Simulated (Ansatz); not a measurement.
Computed with DFT PBE, scalar-relativistic, plane waves, PAW in Ansatz 0.2.0. Settings: cutoff 420 eV, Γ-centred meshes spaced at most about 0.3 Å⁻¹, and about 0.25 Å⁻¹ or finer for metals (2π included), Gaussian smearing. No spin polarisation in the final relaxations.

All energies are static (0 K, no zero-point motion). All come from trial cells, and lower structures may exist.

Question: Order these relaxed structures of Al2Cu by energy, lowest first, with the energy over the lowest of them.
A.

```
Al Cu
1.0
     4.82953    0.00000    0.00000
    -2.41476    4.18249    0.00000
     0.00000    0.00000    4.38808
Al Cu
4 2
Cartesian
  0.0000 0.0000 0.0000
  -0.8363 1.4486 2.1940
  1.5784 2.7339 2.1940
  1.6727 0.0000 2.1940
  2.4148 1.3942 0.0000
  0.0000 2.7883 0.0000
```

B.

```
Al Cu
1.0
     2.79517    0.00000    0.00000
    -1.39758    2.42069    0.00000
     0.00000    0.00000   13.04964
Al Cu
4 2
Direct
  0.33333 0.66667 0.50000
  0.66667 0.33333 0.00000
  0.66667 0.33333 0.31476
  0.66667 0.33333 0.68524
  0.33333 0.66667 0.84454
  0.33333 0.66667 0.15546
```

C.

```
Al Cu
1.0
     4.14095   -2.33825    0.00000
     4.14095    2.33825    0.00000
     0.00000    0.00000    4.57452
Al Cu
4 2
Direct
  0.97375 0.34846 0.75000
  0.65154 0.02625 0.75000
  0.34846 0.97375 0.25000
  0.02625 0.65154 0.25000
  0.32496 0.67504 0.75000
  0.67504 0.32496 0.25000
```

Answer: B (0 meV/atom), C (24 meV/atom), A (38 meV/atom). Forms: B Al and Cu ordered on hcp sites, P-6m2; C Al and Cu ordered on hcp sites, Cmcm; A Al and Cu ordered on hcp sites, P-62m. Counting all near atoms (those within 1.25 times the shortest distance at each site): B has Al 12, Cu 12; C has Al 12, Cu 12; A has Al 12, Cu 12.

For metals, differences of a few meV/atom aren't resolved. Cells relaxed within their symmetry can be saddle points. The part of the Crystallography Open Database at hand lists Al2Cu in space group No. 140, which no cell shown has. Some candidate types were left out of the draw beforehand, so a known form may be missing.
